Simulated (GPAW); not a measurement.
# GaP (F-43m) in GPAW: a series of runs, part 3 of 3

GPAW 26.7.0.

## (5) One-shot levels of the hybrid HSE06, LDA

Input file run.py:

```python
import numpy as np
from ase.dft.bandgap import bandgap
from ase.io import write
from ase.spacegroup import crystal
from ase.units import GPa
from gpaw import GPAW, PW
from gpaw.hybrids import NonSelfConsistentHybridXCCalculator
from gpaw.hybrids.energy import non_self_consistent_energy

# Ga 4a
# P 4c
atoms = crystal(['Ga', 'P'],
                basis=[[0.0, 0.0, 0.0],
                       [0.25, 0.25, 0.25]],
                spacegroup=216, setting=1,  # F-43m
                cellpar=[5.4505, 5.4505, 5.4505, 90.0, 90.0, 90.0],
                primitive_cell=True)

calc = GPAW(mode=PW(500),
            xc='LDA',
            kpts={'size': (5, 5, 5), 'gamma': True},
            occupations={'name': 'fermi-dirac', 'width': 0.05},
            nbands=13,
            convergence={'density': 1e-05, 'energy': 1e-05, 'bands': 9, 'eigenstates': 1e-07},
            maxiter=150,
            txt='gpaw.txt')
atoms.calc = calc
energy = atoms.get_potential_energy()
forces = atoms.get_forces()
stress = atoms.get_stress()
calc.write('gs.gpw')
write('result.traj', atoms)
print(f'Energy: {energy:.6f} eV')
print('Forces (eV/A):')
print(forces.round(4))
print('Stress (GPa):', (stress / GPa).round(3))
print('Fermi level:', round(calc.get_fermi_level(), 4), 'eV')
print(f'Gap: {bandgap(calc)[0]:.4f} eV, direct: {bandgap(calc, direct=True)[0]:.4f} eV')

for xc in ['HSE06', 'YS-PBE0', 'EXX']:
    e = non_self_consistent_energy(calc, xc).sum()
    print(f'{xc} energy on these orbitals: {e:.6f} eV')
    nsc = NonSelfConsistentHybridXCCalculator.from_dft_calculation(
        calc.dft, xc, log=f'levels-{xc}.txt')
    dft_skn, hyb_skn = nsc.calculate(calc.dft.ibzwfs, 0, 9)
    np.savetxt(f'levels-{xc}.dat', hyb_skn.reshape((-1, hyb_skn.shape[-1])), fmt='%.4f')
```

Potentials or basis: the program's PAW data sets (release 1.2.1) made for this functional, pw.

Run with:

```bash
$ OMP_NUM_THREADS=1 python run.py
```

gpaw.txt:

```text
__  _  _
 | _ |_)|_||  |
 |__||  | ||/\| - 26.7.0

Input parameters:
  mode=PW(ecut=500.0),
  convergence={'density': 1e-05, 'energy': 1e-05, 'bands': 9, 'eigenstates': 1e-07},
  kpts=MonkhorstPack(size=(5, 5, 5), gamma=True),
  maxiter=150,
  nbands=13,
  occupations=Occupations(name='fermi-dirac', width=0.05),
  xc=XC(name='LDA')

Diagonalizing LCAO Hamiltonian
Converting LCAO to pw mode

           P

       Ga

Atoms  # Å, Bohr magnetons
|   | symbol |        x |        y |        z |    initial magnetic moments |
|---|--------|----------|----------|----------|-----------------------------|
| 0 |     Ga | 0.000000 | 0.000000 | 0.000000 | ( 0.0000,  0.0000,  0.0000) |
| 1 |      P | 1.362625 | 1.362625 | 1.362625 | ( 0.0000,  0.0000,  0.0000) |

Unit cell  # Å
| periodic |        x |        y |        z |  lengths |    angles |
|----------|----------|----------|----------|----------|-----------|
|      yes | 0.000000 | 2.725250 | 2.725250 | 3.854086 | 60.000000 |
|      yes | 2.725250 | 0.000000 | 2.725250 | 3.854086 | 60.000000 |
|      yes | 2.725250 | 2.725250 | 0.000000 | 3.854086 | 60.000000 |

Number of symmetries: 24
Symmetry operations  # r_c * U_cc + t_c -> r_c
|    | kind |            matrix            |
|----|------|------------------------------|
|  0 |  E   |  1, 0, 0,  0, 1, 0,  0, 0, 1 |
|  1 |  σ   |  1, 0, 0,  0, 0, 1,  0, 1, 0 |
|  2 |  σ   |  1, 0,-1,  0, 1,-1,  0, 0,-1 |
|  3 |  C3  |  1, 0,-1,  0, 0,-1,  0, 1,-1 |
|  4 |  C3  |  1,-1, 0,  0,-1, 1,  0,-1, 0 |
|  5 |  σ   |  1,-1, 0,  0,-1, 0,  0,-1, 1 |
|  6 |  σ   |  0, 1, 0,  1, 0, 0,  0, 0, 1 |
|  7 |  C3  |  0, 1, 0,  0, 0, 1,  1, 0, 0 |
[... 148 lines left out ...]
|iter:   1| |  -10.538115 | +1.44 |       |
|iter:   2| |  -10.500409 | -0.01 | -0.84 |
|iter:   3| |  -10.315981 | -1.21 | -0.87 |
|iter:   4| |  -10.313436 | -3.19 | -1.55 |
|iter:   5| |  -10.313353 | -4.28 | -2.14 |
|iter:   6| |  -10.313369 | -5.73 | -2.81 |
|iter:   7| |  -10.313369c| -7.10c| -3.80 |
|iter:   8| |  -10.313369c| -7.41c| -4.30 |
|iter:   9| |  -10.313369c| -8.32c| -5.49c|

Converged in 9 steps
Energy contributions relative to reference atoms: (reference = -62080.661910)

Energy contributions:
  Kinetic:          24.276314
  Coulomb:         -21.405730
  Zero:              0.013416
  External:          0.000000
  Xc:              -13.197369
  Entropy:          -0.000000
  Spinorbit:         0.000000
  ----------------------------
  Free energy:     -10.313369
  Extrapolated:    -10.313369

dipole moment: (-17.054456, -17.054456, -17.054456)  # |e|*Ang

Fermi level: 5.443
Eigenvalues  # (at kpt = [0.000, 0.000, 0.000])
| band index |      eig [eV] | occ [0-2] |
|------------|---------------|-----------|
|          0 |        -7.765 |     2.000 |
|          1 |         4.730 |     2.000 |
|          2 |         4.730 |     2.000 |
|          3 |         4.730 |     2.000 |
|          4 |         6.410 |     0.000 |
|          5 |         8.551 |     0.000 |
|          6 |         8.551 |     0.000 |
|          7 |         8.551 |     0.000 |
|          8 |        13.269 |     0.000 |
|          9 |        14.436 |     0.000 |
|         10 |        14.436 |     0.000 |
|         11 |        16.999 |     0.000 |
|         12 |        16.999 |     0.000 |

Gap: 1.464 eV
Transition (v -> c):
  (s=0, k=0, n=3, [0.00, 0.00, 0.00]) -> (s=0, k=7, n=4, [0.40, 0.40, 0.00])
Direct/indirect transitions are different
Direct gap: 1.681 eV
Transition at: (s=0, k=0, n=3, [0.00, 0.00, 0.00])

Forces  # eV/Ang
|        x |        y |        z |
|----------|----------|----------|
| -0.00000 | -0.00000 | -0.00000 |  # Ga   0
| -0.00000 |  0.00000 | -0.00000 |  # P    1

Stress tensor  # eV/Ang^3
|        x |         y |         z |
|----------|-----------|-----------|
| 0.004074 |  0.000000 |  0.000000 |
| 0.000000 |  0.004074 | -0.000000 |
| 0.000000 | -0.000000 |  0.004074 |

# Writing to gs.gpw (mode='')
```

stdout:

```text
Energy: -10.313369 eV
Forces (eV/A):
[[-0. -0. -0.]
 [-0.  0. -0.]]
Stress (GPa): [ 0.653  0.653  0.653 -0.     0.     0.   ]
Fermi level: 5.4432 eV
Gap: 1.4643 eV, direct: 1.6805 eV
IBZ(<points: 10, symmetries: 24>)
Occupied bands: 4
DFT energy: -10.313368833792916 eV
minus DFT-XC energy: 13.197368923330531 eV
Core-core contribution:           -638.996
Valence-core contribution:          -5.070
Valence-valence contribution:      -11.614
HSE06 energy on these orbitals: -133.201245 eV
IBZ(<points: 10, symmetries: 24>)
Occupied bands: 4
DFT energy: -10.313368833792916 eV
minus DFT-XC energy: 13.197368923330531 eV
Core-core contribution:           -638.996
Valence-core contribution:          -5.070
Valence-valence contribution:      -11.228
YS-PBE0 energy on these orbitals: -466.403595 eV
IBZ(<points: 10, symmetries: 24>)
Occupied bands: 4
DFT energy: -10.313368833792916 eV
minus DFT-XC energy: 13.197368923330531 eV
Core-core contribution:          -2555.984
Valence-core contribution:         -20.282
Valence-valence contribution:      -59.375
EXX energy on these orbitals: -62.994210 eV
```

Run time: 77 s. Hardware: 1 thread of Intel Xeon at 2.60GHz (Ice Lake), shared host; peak memory 0.28 GiB.

What came out:

- Free energy: -10.3134 eV
- Pressure: -0.7 GPa
- Band gap on the k mesh: 1.46 eV, indirect (least direct gap 1.68 eV)
- Band gap of the one-shot hybrid: 2.29 eV
- Direct band gap of the one-shot hybrid: 2.71 eV

Levels at points of the mesh, in eV from the valence-band top:
| k point | band 1 | band 2 | band 3 | band 4 | band 5 | band 6 | band 7 | band 8 |
| --- | --- | --- | --- | --- | --- | --- | --- | --- |
| (0.00, 0.00, 0.00) | -12.49 | 0.00 | 0.00 | 0.00 | 1.68 | 3.82 | 3.82 | 3.82 |

Band gaps from one-shot exact exchange on these states (eV): hse06 2.29, ys_pbe0 2.37, hf 7.00

Caveat: the k mesh is coarse; the cutoff is short for stress and forces, so pressures can be off by a GPa or more; energy and the plain gap are those of the semilocal run; the hybrids' values are one shot on its orbitals and mesh; an odd mesh through Γ misses points on the zone boundary, where band edges often lie.

## (6) Overview

| task | level | potentials or basis | spin | k mesh | cutoff (eV) | band path | band points | spin axis theta (degrees) | spin axis phi (degrees) | soc after scf | gap on the mesh (eV) | pressure (GPa) |
| --- | --- | --- | --- | --- | --- | --- | --- | --- | --- | --- | --- | --- |
| equation of state | mBEEF | GPAW PAW data sets (gpaw-data 1.2.1), pw | off | 8 × 8 × 8 | 600 | - | - | - | - | - | - | - |
| equation of state | RPBE+D3(BJ) | the program's PAW data sets (release 1.2.1) made for this functional, pw | off | 8 × 8 × 8 | 600 | - | - | - | - | - | - | - |
| band structure | PBEsol | PAW data sets generated in the run's folder for this functional, pw | SOC, no magnetisation | 8 × 8 × 8 | 600 | GXWKGLUWLK,UX | 60 | 0 | 0 | second variation | 1.50 | 1.5 |
| one-shot levels of the hybrid HSE06 | LDA | the program's PAW data sets (release 1.2.1) made for this functional, pw | off | 5 × 5 × 5 | 500 | - | - | - | - | - | 1.46 | -0.7 |

Alike in all rows: cell as given; smearing fermi-dirac 0.05 eV.

Caveats: the points scatter about the fit (some runs); the PAW data sets were made with another functional, which shifts forces and pressure a little (some runs); spin-orbit coupling was added after a scalar SCF, so levels and gaps hold it while energy, forces, pressure and moments don't (some runs); this program's spin-orbit splittings come out too wide for heavy elements (some runs); the cutoff is short for stress and forces, so pressures can be off by a GPa or more (some runs); energy and the plain gap are those of the semilocal run (some runs).

Total energies depend on the potentials used, so only differences within one code and one set of settings carry meaning.

## (7) Comparison with measurements

Step 3. Against the measured bulk modulus of GaP, 87.5 GPa (“Phosphorous dimerization in GaP at high pressure”, 2017, arxiv:1709.06667), the calculated 99 GPa is off by +13.5 %. The fit is for a static lattice scaled at fixed shape and fixed fractional positions.

Step 4. Measured gap of GaP: 2.34 eV (indirect; 10 K; quoted in “Stacking defects in GaP nanowires: Electronic structure and optical properties”, 2018, arxiv:1810.01194). This calculation gives 1.46 eV (-0.88 eV). The value is that of PBEsol, without temperature or zero-point motion. Semilocal functionals fall short of measured gaps as a rule.

Step 5. The gap isn't set beside the deposited one, since this odd mesh misses points on the zone boundary.
